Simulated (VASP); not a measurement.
# Ge (P6_3/mmc) in VASP: further runs, part 3 of 3

VASP 6.6.1. Earlier steps stand in the parts before.

**7. Relaxation of cell and atoms, r2SCAN**

File INCAR:

```
SYSTEM = Ge
  PREC = Accurate
  ENCUT = 600
  EDIFF = 1E-7
  ISMEAR = 0
  SIGMA = 0.03
  LREAL = .False.
  LASPH = .True.
  NELM = 80
  ALGO = Normal
  ISIF = 3
  LWAVE = .False.
  LCHARG = .False.
  METAGGA = R2SCAN
  LMIXTAU = .True.
  IBRION = 2
  NSW = 90
  EDIFFG = -0.005
```

File KPOINTS:

```
regular mesh
0
Gamma
  12 12 5
  0 0 0
```

File POSCAR:

```
Ge                                      
1.0
    3.9964407371      0.0000000000      0.0000000000
   -1.9982203686      3.4610192018      0.0000000000
    0.0000000000      0.0000000000      6.6027557007
  Ge            
     4
Direct
     0.6666666699999979    0.3333333300000021    0.0629156518729332
     0.3333333300000021    0.6666666699999979    0.5629156518729332
     0.6666666699999979    0.3333333300000021    0.4370843481270668
     0.3333333300000021    0.6666666699999979    0.9370843481270668
```

Potentials or basis: VASP PAW PBE potentials, release 64 (Ge_d).

Run with:

```console
> cat potpaw_PBE.64/Ge_d/POTCAR > POTCAR
> mpirun -np 1 vasp_std > vasp.out
```

OUTCAR:

```text
SYSTEM = Ge
   PREC = Accurate
   ENCUT = 600
   EDIFF = 1E-7
   ISMEAR = 0
   LREAL = .False.
   LASPH = .True.
   NELM = 80
   ISIF = 3
   METAGGA = R2SCAN
   IBRION = 2
   NSW = 90
   EDIFFG = -0.005

 ion  position               nearest neighbor table
   1  0.667  0.333  0.063-   4 2.45   4 2.45   4 2.45   3 2.47
   2  0.333  0.667  0.563-   3 2.45   3 2.45   3 2.45   4 2.47
   3  0.667  0.333  0.437-   2 2.45   2 2.45   2 2.45   1 2.47
   4  0.333  0.667  0.937-   1 2.45   1 2.45   1 2.45   2 2.47

[... 1119 lines left out ...]
  --------------------------------------------------------------------------------------
  -------------------------------------------------------------------------------------
  Total       -0.0171582     -0.0171582      0.0049035      0.0000000      0.0000000      0.0000000
  in kB       -0.3007794     -0.3007794      0.0859581      0.0000000      0.0000000      0.0000000
  external PRESSURE =      -0.1718669 kB  Pullay stress =       0.0000000 kB

 VOLUME and BASIS-vectors are now :
 -----------------------------------------------------------------------------
  energy-cutoff  :      600.00
  volume of cell :       91.40
      direct lattice vectors                 reciprocal lattice vectors
     3.997715549 -0.000000000  0.000000000     0.250142860  0.144420047  0.000000000
    -1.998857775  3.462123222 -0.000000000     0.000000000  0.288840095  0.000000000
     0.000000000 -0.000000000  6.603582148    -0.000000000  0.000000000  0.151432961

 POSITION                                       TOTAL-FORCE (eV/Angst)
 -----------------------------------------------------------------------------------
      1.99886      1.15404      0.41580        -0.000000      0.000000     -0.002983
     -0.00000      2.30808      3.71759        -0.000000      0.000000     -0.002983
      1.99886      1.15404      2.88599         0.000000     -0.000000      0.002983
     -0.00000      2.30808      6.18778         0.000000     -0.000000      0.002983
 -----------------------------------------------------------------------------------
    total drift:                                0.000007     -0.000004      0.000003

  FREE ENERGIE OF THE ION-ELECTRON SYSTEM (eV)
  ---------------------------------------------------
  free  energy   TOTEN  =       -55.4212532409 eV

  energy  without entropy=      -55.4212360090  energy(sigma->0) =      -55.42124462

 reached required accuracy - stopping structural energy minimisation
```

OSZICAR:

```text
N       E                     dE             d eps       ncg     rms          rms(c)
DAV:   1     0.486290768597E+03    0.48629E+03   -0.32257E+04  4282   0.521E+03
DAV:   2     0.297118959186E+02   -0.45658E+03   -0.44964E+03  3762   0.929E+02
DAV:   3    -0.560452556102E+02   -0.85757E+02   -0.85018E+02  4306   0.232E+02
[... 32 lines left out ...]
DAV:   6    -0.554212524272E+02   -0.54627E-05   -0.24391E-06  3776   0.122E-02    0.133E-03
DAV:   7    -0.554212521698E+02    0.25745E-06   -0.68260E-07  2867   0.768E-03    0.208E-04
DAV:   8    -0.554212533708E+02   -0.12010E-05   -0.14642E-07  2715   0.399E-03    0.868E-05
DAV:   9    -0.554212532213E+02    0.14953E-06   -0.15242E-08  1964   0.119E-03    0.284E-05
DAV:  10    -0.554212532409E+02   -0.19647E-07   -0.21826E-09  1890   0.456E-04
   2 F= -.55421253E+02 E0= -.55421245E+02  d E =0.690834E-07
```

CONTCAR:

```text
Ge
   1.00000000000000
     3.9977155494203682   -0.0000000000000185    0.0000000000000000
    -1.9988577747602161    3.4621232216533122   -0.0000000000000000
     0.0000000000000000   -0.0000000000000000    6.6035821481187149
  Ge
     4
Direct
     0.6666666699999979    0.3333333300000021    0.0629655859591328
     0.3333333300000021    0.6666666699999979    0.5629655859591328
     0.6666666699999979    0.3333333300000021    0.4370344140408672
     0.3333333300000021    0.6666666699999979    0.9370344140408672

  0.00000000E+00  0.00000000E+00  0.00000000E+00
  0.00000000E+00  0.00000000E+00  0.00000000E+00
  0.00000000E+00  0.00000000E+00  0.00000000E+00
  0.00000000E+00  0.00000000E+00  0.00000000E+00
```

It took 21 min on 1 thread of Intel Xeon Platinum 8175M at 2.50GHz (Skylake/Cascade Lake), shared host; peak memory 0.34 GiB.

What came out:

```yaml
Free_energy: -55.4213 eV
Relaxed_volume: 22.85 Å³/atom
Relaxed_cell: a = 3.998 Å, b = 3.998 Å, c = 6.604 Å, α = 90.00°, β = 90.00°, γ = 120.00°
Space_group_after_relaxing_to_0.05_Å: P6_3/mmc (No. 194)
Energy_gained_by_relaxing: 0.0 meV/atom
Ionic_steps: 2
Pressure_after_relaxing: 0.0 GPa
Band_gap_on_the_k_mesh: 0.07 eV, direct
```

Forces in eV/Å, atoms in the order of the input:
```
Ge   0.000  0.000 -0.003
Ge   0.000  0.000 -0.003
Ge   0.000  0.000  0.003
Ge   0.000  0.000  0.003
```

Final structure:
```
CELL_PARAMETERS angstrom
3.99772 0.00000 0.00000
-1.99886 3.46212 0.00000
0.00000 0.00000 6.60358
ATOMIC_POSITIONS crystal
Ge 0.66667 0.33333 0.06297
Ge 0.33333 0.66667 0.56297
Ge 0.66667 0.33333 0.43703
Ge 0.33333 0.66667 0.93703
```

Caveat: the PAW data sets were made with another functional, which shifts forces and pressure a little; an odd mesh through Γ misses points on the zone boundary, where band edges often lie.

**8. Summary**

```tsv
level	potentials or basis	gap on the mesh (eV)	pressure (GPa)	relaxed volume (Å³/atom)
LDA	VASP PAW LDA potentials, release 64 (Ge_d)	none	0.0	22.21
PBE	VASP PAW PBE potentials, release 64 (Ge_d)	none	0.0	23.87
r2SCAN	VASP PAW PBE potentials, release 64 (Ge_d)	0.07	0.0	22.85
```

Alike in all rows: task relaxation of cell and atoms; no spin polarisation; cell relaxed; k mesh 12 × 12 × 5; cutoff (eV) 600; smearing gaussian 0.03 eV.

Caveats: the PAW data sets were made with another functional, which shifts forces and pressure a little (some runs); an odd mesh through Γ misses points on the zone boundary, where band edges often lie (some runs).

Absolute energies hang on the potentials; compare differences alone.
